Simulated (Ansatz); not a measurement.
The system is Ge.

```
CELL_PARAMETERS angstrom
1.48805 -2.59469 0.00000
1.48805 2.59469 0.00000
0.00000 0.00000 4.72760
ATOMIC_POSITIONS crystal
Ge 0.33345 0.66655 0.25000
Ge 0.66655 0.33345 0.75000
```

This isn't the form of Ge at room conditions, which is diamond.

Base run:

* Program: Ansatz 0.2.0
* Functional: PBEsol
* Potentials or basis: all-electron LAPW, scalar-relativistic
* Cutoff: 199 eV
* Density cutoff: 798 eV
* Basis error allowed: 0.001 eV/atom
* k mesh: 10 × 10 × 6
* Occupations: gaussian, width 0.02 eV
* Spin: no spin polarisation

Its results: band gap on the k mesh none (metal or under the smearing width); pressure 0.5 GPa.

**Question.** The run is repeated on the same cell with these changes: functional from PBEsol to LDA; occupations from gaussian, width 0.02 eV to gaussian, width 0.1 eV. What comes out?

**Answer.** Band gap on the k mesh none (metal or under the smearing width); pressure -1.2 GPa.

Not every run made on this cell is shown here.
